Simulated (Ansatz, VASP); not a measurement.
# Cross-check of Co31W4 ((10-13) twin boundary in hcp Co with 11 % W, 0 of 8 solute atoms at the boundaries) between VASP and Ansatz, part 2 of 2

Wanted: the spread between two codes on one cell, functional and k mesh. The cell is taken from a series of runs on this material, whose earlier steps may have relaxed, scaled, displaced or heated it; both programs get it as it stands.

VASP 6.6.1 and Ansatz 0.2.0.

So far: Set-up; Ansatz: single point, PBE.

### Step 3. VASP: single point, PBE

Level of this step: PBE, spin-polarised from a ferromagnetic start; plane waves and PAW (Co, W) (VASP).

The same cell, functional, mesh and smearing now go to VASP, with its own data sets.

Lines of VASP's logs that name or quote its potential files are left out, and so is its time.

File INCAR:

```
SYSTEM = Co31W4
PREC = Accurate
ENCUT = 520
EDIFF = 1E-06
NELM = 200
ISMEAR = -1
SIGMA = 0.1
LREAL = Auto
ALGO = Normal
GGA = PE
NBANDS = 401
ISPIN = 2
MAGMOM = 1.74 1.57 1.75 1.34 1.33 1.42 0.92 0.83 0.71 1.44 1.21 1.42 1.48 1.71 1.8 1.67 1.75 1.78 1.66 1.44 1.4 1.38 1.44 0.92 1.14 1.11 1.39 1.5 1.69 1.74 1.74 1.55 1.75 1.31 1.35 1.41 0.77 0.85 0.74 1.37 0.64 1.14 1.42 1.47 1.7 1.77 1.67 1.73 1.74 1.7 1.4 1.17 1.18 0.68 1.16 0.99 1.42 0.96 1.38 1.68 1.7 1.71 -0.14 -0.11 -0.19 -0.16 -0.24 -0.15 -0.12 -0.23
LASPH = .TRUE.
LMAXMIX = 4
LORBIT = 11
LWAVE = .FALSE.
LCHARG = .FALSE.
ISIF = 2
GGA_COMPAT = .FALSE.
```

File POSCAR:

```
Co31W4
1.0
    8.5997800000      0.0000000000      0.0000000000
   -2.2203600000      4.5309500000      0.0000000000
    0.0000000000      0.0000000000     20.7989200000
Co W
62 8
Direct
    0.2346800000      0.4252200000      0.9985300000
    0.9421800000      0.2062400000      0.0511300000
    0.4745800000      0.3556800000      0.0540000000
    0.1820000000      0.1369200000      0.1004100000
    0.7099400000      0.2820700000      0.1054700000
    0.4195700000      0.0643400000      0.1543800000
    0.6546900000      0.4919300000      0.2099700000
    0.2018700000      0.1500500000      0.2214900000
    0.9067400000      0.4398000000      0.2742000000
    0.1293100000      0.3473200000      0.3265600000
    0.3845300000      0.2884800000      0.3859400000
    0.9293400000      0.4539700000      0.3994400000
    0.6277000000      0.2245000000      0.4426400000
    0.1649700000      0.3722200000      0.4438400000
    0.8660400000      0.1473600000      0.5012500000
    0.3993800000      0.3004000000      0.5022200000
    0.9418500000      0.2056800000      0.9456000000
    0.4792700000      0.3571900000      0.9417900000
    0.1804600000      0.1370900000      0.8957700000
    0.7141300000      0.2788500000      0.8942900000
    0.4168800000      0.0584900000      0.8417700000
    0.9588600000      0.2143900000      0.8291000000
    0.1970500000      0.1494500000      0.7754200000
    0.4420500000      0.0902200000      0.7199700000
    0.1395100000      0.3394400000      0.6701600000
    0.6788800000      0.0087900000      0.6620600000
    0.3872800000      0.2873700000      0.6165100000
    0.9223100000      0.4426200000      0.6022500000
    0.6284000000      0.2198700000      0.5616700000
    0.1587800000      0.3698200000      0.5555200000
    0.2329500000      0.9250900000      0.9980300000
    0.9411500000      0.7065700000      0.0474200000
    0.4729100000      0.8552900000      0.0541300000
    0.1813600000      0.6356000000      0.1007300000
    0.7092700000      0.7824900000      0.1054000000
    0.4186500000      0.5643900000      0.1546300000
    0.6549000000      0.9904700000      0.2103000000
    0.2027800000      0.6533600000      0.2220300000
    0.9068700000      0.9205300000      0.2742000000
    0.1381900000      0.8528300000      0.3272800000
    0.6899700000      0.5180000000      0.3396300000
    0.3860300000      0.7894600000      0.3862900000
    0.9298300000      0.9395400000      0.3992100000
    0.6274300000      0.7167700000      0.4427200000
    0.1681200000      0.8759900000      0.4454200000
    0.8648500000      0.6507900000      0.5012800000
    0.4004100000      0.7990700000      0.5021900000
    0.9366400000      0.7032300000      0.9431500000
    0.4749100000      0.8566600000      0.9413500000
    0.1746400000      0.6282900000      0.8959200000
    0.7153000000      0.7941500000      0.8924500000
    0.4132800000      0.5606600000      0.8431300000
    0.9676500000      0.7314800000      0.8291900000
    0.6615900000      0.9960400000      0.7872000000
    0.2037800000      0.6611100000      0.7771000000
    0.9017100000      0.9206800000      0.7262600000
    0.1491300000      0.8613800000      0.6736800000
    0.6802900000      0.5105000000      0.6629000000
    0.3815400000      0.7951000000      0.6161900000
    0.9172000000      0.9351000000      0.6058200000
    0.6277500000      0.7221900000      0.5608400000
    0.1582300000      0.8738800000      0.5571700000
    0.9520200000      0.2142800000      0.1714700000
    0.4404400000      0.0823300000      0.2803800000
    0.7055200000      0.0284400000      0.3406700000
    0.6632800000      0.4950900000      0.7920900000
    0.9097500000      0.4201200000      0.7246900000
    0.9508000000      0.7131300000      0.1667100000
    0.4369000000      0.5763800000      0.2807000000
    0.4338900000      0.5891500000      0.7185800000
```

File KPOINTS:

```
Automatic mesh
0
Gamma
2 4 1
0 0 0
```

PAW data sets: Co and W (PBE family, release 64).

Run with:

```sh
export OMP_NUM_THREADS=4
mpirun -np 1 vasp_std
```

Numbers of over 12 decimals in the logs are rounded to 6 here.

The log of the run:

```text
[banner, memory and clock lines left out]
running    1 mpi-ranks, on    1 nodes
[...]
Offloading initialized ...    1 GPUs detected
[...]
LDA part: xc-table for (Slater+PW92), standard interpolation
 POSCAR, INCAR and KPOINTS ok, starting setup
[...]
entering main loop
       N       E                     dE             d eps       ncg     rms          rms(c)
DAV:   1     0.539079565639E+04    0.53908E+04   -0.24507E+05  9624   0.198E+03
DAV:   2     0.168714147665E+03   -0.52221E+04   -0.49839E+04  9624   0.433E+02
DAV:   3    -0.518474032957E+03   -0.68719E+03   -0.54799E+03  9624   0.189E+02
DAV:   4    -0.605651342371E+03   -0.87177E+02   -0.77415E+02 13968   0.586E+01
[...]
DAV:  71    -0.531872505673E+03   -0.19015E-05   -0.79452E-06 10160   0.283E-02    0.307E-02
DAV:  72    -0.531872503227E+03    0.24453E-05   -0.62944E-06  9424   0.257E-02    0.182E-02
DAV:  73    -0.531872502828E+03    0.39996E-06   -0.20981E-06  5135   0.147E-02
   1 F= -.53187250E+03 E0= -.53057296E+03  d E =-.259909E+01  mag=    80.0493
```

From OUTCAR (step 3):

```text
  FREE ENERGIE OF THE ION-ELECTRON SYSTEM (eV)
  ---------------------------------------------------
  free  energy   TOTEN  =      -531.8725028275 eV

  energy  without entropy=     -529.2734081730  energy(sigma->0) =     -530.57295550

 magnetization (x)
# of ion       s       p       d       tot
------------------------------------------
    1       -0.011  -0.042   1.737   1.685
    2       -0.007  -0.025   1.570   1.538
    3       -0.005  -0.038   1.745   1.702
    4       -0.007  -0.040   1.344   1.297
    5       -0.006  -0.036   1.331   1.289
    6       -0.009  -0.032   1.414   1.374
    7       -0.007  -0.025   0.916   0.884
    8       -0.005  -0.029   0.838   0.804
    9       -0.007  -0.028   0.718   0.683
   10       -0.006  -0.028   1.434   1.400
   11       -0.008  -0.037   1.218   1.173
   12       -0.008  -0.041   1.423   1.374
   13       -0.010  -0.041   1.481   1.430
[...]
--------------------------------------------------
tot         -0.622  -2.646  84.153  80.885
```

The magnetic state follows from one typed start and may not be the lowest.

### Step 4. Comparison

Known differences besides the potentials themselves: VASP starts from the moments at which Ansatz ended; the data sets hold 1166 valence electrons in Ansatz (on its default PAW (the set named soft_2) files) and 606 in VASP; the cutoff is 420 eV in Ansatz and 520 eV in VASP (PREC = Accurate, projectors in real space); site moments are counted in spheres of each program's own size. Total energies have different zeros and are not compared.

The two programs side by side:

| quantity | Ansatz | VASP | difference |
| --- | --- | --- | --- |
| total moment (μB) | 80.40 | 80.05 | +0.36 |
| moment on Co15 (μB) | 1.80 | 1.74 | +0.06 |
| moment on Co18 (μB) | 1.78 | 1.73 | +0.05 |
| moment on Co17 (μB) | 1.75 | 1.72 | +0.04 |
| moment on Co46 (μB) | 1.77 | 1.71 | +0.06 |
| moment on Co33 (μB) | 1.75 | 1.70 | +0.05 |
| moment on Co3 (μB) | 1.75 | 1.70 | +0.05 |
| moment on Co48 (μB) | 1.73 | 1.70 | +0.04 |
| moment on Co31 (μB) | 1.74 | 1.69 | +0.05 |

Forces on 10 of the 70 atoms, those with the largest forces and the largest differences (eV/Å; atoms numbered as in POSCAR):

| atom | Ansatz x, y, z | VASP x, y, z |
| --- | --- | --- |
| Co2 | -0.360, -0.162, 0.215 | -0.350, -0.159, 0.231 |
| Co10 | 0.340, 0.162, -0.109 | 0.334, 0.159, -0.117 |
| Co21 | -0.303, -0.106, -0.048 | -0.279, -0.082, -0.054 |
| Co32 | -0.330, -0.172, 0.408 | -0.320, -0.166, 0.416 |
| Co34 | 0.228, 0.158, -0.298 | 0.214, 0.149, -0.282 |
| W64 | -0.298, -0.200, -0.198 | -0.283, -0.178, -0.183 |
| W65 | 0.106, 0.047, 0.302 | 0.100, 0.039, 0.266 |
| W66 | -0.059, 0.076, 0.347 | -0.054, 0.066, 0.311 |
| W69 | -0.372, -0.136, -0.144 | -0.348, -0.134, -0.127 |
| W70 | 0.128, -0.022, -0.378 | 0.144, -0.013, -0.350 |

The forces differ by 11 meV/Å r.m.s., which is 8.0 % of the r.m.s. force of 0.135 eV/Å (both taken over all components).

### Step 5. Outcome

| Quantity | Value |
| --- | --- |
| r.m.s. force difference (single point, PBE) | 11 meV/Å |

**Reading.** The r.m.s. force difference is 11 meV/Å (single point, PBE), within the 12 meV/Å picked in this series as the mark of a large difference. The data sets hold unlike numbers of valence electrons (1166 in Ansatz and 606 in VASP), so part of the differences comes from the potentials. Such differences can come from data sets, numerical settings and the points named under the comparisons, not from the functional's error against experiment.

[Lines on the potential files, build, host, timing and source positions are cut from VASP's logs without a mark.]

[Logs are printed without paths, hosts, clocks, repeated set-up lines and the standing remarks that a program may print on its own settings, such as how far it seeks lower states.]

[Hosts, paths, dates, database ids (printed as entryN), source tags and the programs' standing remarks are cut or masked in the printed files.]
